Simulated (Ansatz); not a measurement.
## CsCl-type HfC

Computed with Ansatz (plane waves, PAW, 420 eV cutoff): PBE, scalar-relativistic, no spin polarisation, Γ-centred 12×12×12 mesh, 0.05 eV Gaussian smearing; PAW files: Ansatz's generated set soft_2.

```xyz
2
Lattice="2.9009 0.0000 0.0000 0.0000 2.9009 0.0000 0.0000 0.0000 2.9009" Properties=species:S:1:pos:R:3 pbc="T T T"
Hf    0.0000    0.0000    0.0000
C     1.4504    1.4504    1.4504
```

This is a trial structure made by placing the elements on a prototype's sites, so it needn't be the stable form.

The cell is relaxed to zero pressure at this level.

Path: Γ–X–M–Γ–R–X | R–M, with Γ = (0.000, 0.000, 0.000), X = (0.000, 0.500, 0.000), M = (0.500, 0.500, 0.000), R = (0.500, 0.500, 0.500) in reciprocal vectors of the calculation's cell.

Task: Is it a metal or an insulator, and if it has a gap, where are the band edges on this path?

Result: A metal: bands cross the Fermi level.

Levels between -3 and 5 eV from the Fermi level at the path's named points:
```tsv
point	below E_F (eV)	above E_F (eV)
Γ	-1.91 -1.91	1.11 1.11 1.11
X	-1.04 -1.04 -0.74	
M	-2.59 -2.59 -1.17	2.00 3.11 3.11 4.73
R
```

For elements this heavy, spin–orbit coupling would shift levels and gaps; it isn't included here. A displaced or strained copy of the relaxed cell lay 11.9 meV/atom lower, so the structure isn't a true minimum at this level.
